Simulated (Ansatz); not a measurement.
An Ansatz input:

```yaml
crystal:
  lattice:
    - [-1.3419144014, 1.3419144014, 1.3419144014]
    - [1.3419144014, -1.3419144014, 1.3419144014]
    - [1.3419144014, 1.3419144014, -1.3419144014]
  atoms:
    - { symbol: Ni, position: [0.0, 0.0, 0.0], spin: 0.592 }
hamiltonian:
  xc: pbe
  pseudopotentials:
    kind: paw
    azcp:
      Ni: "pseudopotentials/Ni.paw.azcp"
basis:
  ecutwfc: 420
  fft_grid_basis: typed
kpoints:
  mp_grid: { grid: [18, 18, 18], shift: [0, 0, 0] }
magnetization:
  spin_polarized: true
scf:
  occupations: { method: fermi_dirac, width: 0.05 }
  lower_state_search: "off"
output:
  stress: true
```

Terminal output

```
Engine: ansatz 0.2.0, x86_64-unknown-linux-gnu
Pseudopotentials: kind: paw
Pseudopotential: Ni, paw, valence charge 18, recommended cutoff 420 eV (normal) 
Functional definition: PBE
  parameter kappa = 0.804
  parameter beta = 0.06672455060314922
  exchange = pbe_x(kappa = kappa, mu = beta*pi^2/3)
  correlation = pbe_c(beta = beta)
Crystal: 1 atoms, lattice volume = 9.666 Å³
Basis set: ecut = 420 eV, 201 PW (Γ)
Bands: 14, of which v1, the nominal top of the filled ones, is band 9 counted from 1 (8 counted from 0)
Symmetry: 48 space group operations
Space group: Im-3m (ITA 229), of the structure as read, at distance tolerance 2.1e-5 Å
Magnetic group: BNS 229.140 (UNI 1642), of the structure as read, at distance tolerance 2.1e-5 Å
k-points: 195 of 5832
Non-local potential: Ni, projectors of the file, l = 0: 3, l = 1: 2, l = 2: 3, l = 3: 1
PAW form: soft (Blöchl's): semilocal exchange-correlation on the pseudo side does not see the compensation charge
PAW one-centre angular grid: Ni, 590 points (default); XC on 64 Gauss nodes
Initial density: superposition of atomic densities (chi_scale 0.1, normalization cell)
Starting moments: Σ|m| = 0.592 μB on 1 of 1 site
Initial wavefunctions: pseudopotential atomic-orbital guess
Functional: x = pbe(κ = 0.804, μ = 0.2195149727645171), c = pbe(β = 0.06672455060314922)
iter 1 solved again at ethr=6.27e-5 eV; its pass at ethr=3.10e-3 eV (dr2=1.13e-2 eV) is discarded
SCF iter   1: F=—  HF=-5839.496600 eV  |F-HF|=—  |Δ(HF+E_count)|=         —  Δρ=2.08e-2 (↑1.05e-2 ↓2.08e-2)  dr2=1.09e-2  dr2_m=8.82e-3  M=0.454 μB ∫|m|=0.468 μB  β_m=0.30  ethr=6.27e-5  ⟨swp⟩=1.0  Hψ=37245  notcnv=0
SCF iter   2: F=—  HF=-5839.497694 eV  |F-HF|=—  |Δ(HF+E_count)|=   1.09e-3  Δρ=1.49e-2 (↑7.35e-3 ↓1.49e-2)  dr2=4.20e-3  dr2_m=5.36e-3  M=0.445 μB ∫|m|=0.464 μB  β_m=0.30  ethr=6.08e-5  ⟨swp⟩=2.9  Hψ=9090  notcnv=0
SCF iter   3: F=—  HF=-5839.500431 eV  |F-HF|=—  |Δ(HF+E_count)|=   2.74e-3  Δρ=8.63e-3 (↑4.35e-3 ↓8.63e-3)  dr2=1.78e-3  dr2_m=3.10e-3  M=0.439 μB ∫|m|=0.463 μB  β_m=0.30  ethr=2.33e-5  ⟨swp⟩=2.3  Hψ=9845  notcnv=0
SCF iter   4: F=—  HF=-5839.503014 eV  |F-HF|=—  |Δ(HF+E_count)|=   2.58e-3  Δρ=5.74e-3 (↑3.93e-3 ↓5.74e-3)  dr2=5.83e-4  dr2_m=1.93e-3  M=0.433 μB ∫|m|=0.461 μB  β_m=0.30  ethr=9.90e-6  ⟨swp⟩=2.9  Hψ=8749  notcnv=0
SCF iter   5: F=—  HF=-5839.504003 eV  |F-HF|=—  |Δ(HF+E_count)|=   9.89e-4  Δρ=4.43e-3 (↑3.23e-3 ↓4.43e-3)  dr2=1.91e-4  dr2_m=1.25e-3  M=0.428 μB ∫|m|=0.459 μB  β_m=0.30  ethr=3.24e-6  ⟨swp⟩=1.0  Hψ=5474  notcnv=0
SCF iter   6: F=—  HF=-5839.504554 eV  |F-HF|=—  |Δ(HF+E_count)|=   5.51e-4  Δρ=3.14e-3 (↑3.14e-3 ↓3.04e-3)  dr2=1.06e-6  dr2_m=8.45e-4  M=0.424 μB ∫|m|=0.457 μB  β_m=0.30  ethr=1.06e-6  ⟨swp⟩=1.2  Hψ=5686  notcnv=0
...
SCF iter  26: F=-5839.506287 eV  HF=-5839.506287 eV  |F-HF|=1.90e-8  |Δ(HF+E_count)|=   1.40e-6  Δρ=2.37e-5 (↑1.25e-5 ↓2.37e-5)  dr2=2.77e-8  dr2_m=7.06e-9  M=-0.001 μB ∫|m|=0.001 μB  β_m=0.65  ethr=5.56e-10  ⟨swp⟩=5.1  Hψ=21075  notcnv=0
iter 27 did not close the SCF: its close was put off for a magnetic moment that had not settled (scf_convergence_deferred on its scf_iter line)
SCF iter  27: F=-5839.506287 eV  HF=-5839.506287 eV  |F-HF|=4.26e-9  |Δ(HF+E_count)|=   7.95e-9  Δρ=8.82e-6 (↑8.39e-6 ↓8.82e-6)  dr2=6.40e-9  dr2_m=5.70e-10  M=-0.000 μB ∫|m|=0.000 μB  β_m=0.73  ethr=1.54e-10  ⟨swp⟩=2.6  Hψ=19048  notcnv=0
iter 28 did not close the SCF: its close was put off for a magnetic moment that had not settled (scf_convergence_deferred on its scf_iter line)
SCF iter  28: F=-5839.506287 eV  HF=-5839.506287 eV  |F-HF|=6.83e-10  |Δ(HF+E_count)|=  2.03e-10  Δρ=3.90e-6 (↑3.90e-6 ↓3.79e-6)  dr2=1.02e-9  dr2_m=4.97e-11  M=0.000 μB ∫|m|=0.000 μB  β_m=0.86  ethr=3.56e-11  ⟨swp⟩=2.0  Hψ=16851  notcnv=0
SCF iter  29: F=-5839.506287 eV  HF=-5839.506287 eV  |F-HF|=6.37e-12  |Δ(HF+E_count)|=  3.38e-10  Δρ=7.54e-7 (↑7.54e-7 ↓2.98e-7)  dr2=1.54e-11  dr2_m=1.02e-11  M=0.000 μB ∫|m|=0.000 μB  ethr=5.68e-12  ⟨swp⟩=1.6  Hψ=15012  notcnv=0
WARN: the starting moments were not kept: the SCF closed with an absolute magnetisation of 1.6e-4 μB, where they sum to 0.592 μB in size (1 site). That is at most 0.1 of that sum. Measured as dr2_m measures the in/out step, that magnetisation stands 7.5e-8 eV from none, at or under the dr2_threshold of 1.0e-7 eV: it is no larger than a step whose dr2_m would equal this threshold. The system may hold no moment; this SCF shows only that its start led to no more than that. To try another start: raise the starting moments (crystal.atoms[].spin, magnetization.per_species, magnetization.initial_magnetization, or on a non-collinear deck that types none of these the spinor_matrix: blocks that start its atoms; where the total moment is fixed, keep their sum and leave initial_magnetization as it is; typed ones take the place of any that the run laid by itself, positive ones on a crystal's lanthanoids without a Hubbard term where scf.initial_density.shell_occupations: [] is typed) or, if the notice of its spin-set hold's release reads "site moments contracting" or "site moments show no strong build", lengthen the hold (scf.mixing.spin_hold: { on: { confirm: 4 } }; for m-r²SCAN on two components see the key's manual first). Each may lead to a state that holds a moment. A second SCF, from the converged charge density, with the starting moments and any scf.initial_density.shell_occupations laid on it anew, would have followed, and was not run: the deck does not ask for one (magnetization.retry_lost_moments is false, the default). To let it run, set magnetization.retry_lost_moments: true and run the deck again, where that key's refused combinations let it; where memory then withholds it, that run's warning says so.
SCF 1 converged in 29 iterations: F = -5839.506287 eV  dr2 = 1.54e-11
SCF converged after 29 iterations
Magnetization: 0.0002 μB (9.0001 up, 8.9999 down)
Absolute magnetization: 0.0002 μB (∫|ρ↑−ρ↓|, with the PAW one-centre terms)
Spin contamination: 0.0000 ħ² per cell (⟨S²⟩ above its minimum at these occupations)
Per-site moments (μB) at R_I (Å): [(0.00015874379790252536, 0.9587588680861855)]
Free energy (F): -5839.506287 eV
Harris-Foulkes:  -5839.506287 eV  (|F-HF|=6.37e-12)
Internal energy: -5839.493314 eV  (E = F + TS)
E sigma→0 (E₀):  -5839.499801 eV
Entropy (-TS):   -0.012972 eV (-12.972 meV/atom)
Fermi energy:    20.855694 eV
--- Per-component energies (eV) ---
  E_band       = -236.550895
  E_kinetic    = 285.109473
  E_local      = -3241.485372  (includes V_loc(G=0)·N_el)
  E_nonlocal   = 635.531879
  E_hartree    = 1359.861702
  E_xc         = -85.990627
  E_vxc        = -110.970474  (∫ρ·V_xc dr)
  E_paw        = -1629.355338  (= ΣΔE_a)
  E_vpaw       = -524.460532  (= ΣTr[D̂ρ^β])
  E_aug_tail   = 0.000507  (compensation charges beyond the density's cutoff)
  E_ewald      = -3163.165539
  E_smearing   = -0.012972  (= −TS)
  E_closure    = 0.000000  (closes the sum)
  Σ components = -5839.506287   (vs F -5839.506287, Δ=0.00e0)
--- Stress (GPa, compression-positive) ---
       31.664987       0.000000       0.000000
        0.000000      31.664987       0.000000
       -0.000000       0.000000      31.664987
  P = ⅓ Tr σ = 31.6650 GPa (316.650 kbar)
```

Command:

```sh
ansatz run input.yaml --threads 1 --pin off --max-ram 3584MiB --backend cpu --events-out ev --progress --plain --runs-dir out
```

On 1 thread of Intel(R) Xeon(R) Platinum 8259CL CPU @ 2.50GHz (Skylake/Cascade Lake) (shared host) this took about 16 s of wall time and 16 s of CPU time.
